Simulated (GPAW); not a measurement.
PbSe (Clausthalite): equation of state with BP86

The system is PbSe (Clausthalite).

```xyz
2
Lattice="0.0000 3.0606 3.0606 3.0606 0.0000 3.0606 3.0606 3.0606 0.0000" Properties=species:S:1:pos:R:3 pbc="T T T"
Pb    0.0000    0.0000    0.0000
Se    3.0606    3.0606    3.0606
```

```yaml
Program: GPAW 26.7.0
Task: equation of state
Functional: BP86
Potentials_or_basis: PAW data sets generated in the run's folder for this functional
Cutoff: 600 eV
Basis: pw
k_mesh: 6 × 6 × 6
Occupations: fermi-dirac, width 0.05 eV
Spin: no spin polarisation
Maxiter: 150
Eos_scales: "[0.94, 0.96, 0.98, 1.0, 1.02, 1.04, 1.06]"
```

| Quantity | Value |
| --- | --- |
| Equilibrium volume | 30.07 Å³/atom |
| Bulk modulus | 47 GPa |
| Pressure derivative of the bulk modulus | 4.0 |

Energy against volume, from the lowest point:
```csv
volume (Å³/atom),energy (meV/atom)
26.951,56.62
27.524,36.32
28.097,20.94
28.671,10.02
29.244,3.16
29.818,0.00
30.391,0.17
```

It took 75 s on 1 thread of Arm Neoverse V1, with other jobs on the host, peak memory 0.24 GiB.

The cell as given is a measured one (28.67 Å³/atom); BP86 puts the equilibrium volume +4.9 % from it, thermal expansion not counted.

Spin-orbit coupling is left out, which matters for the levels of Pb.
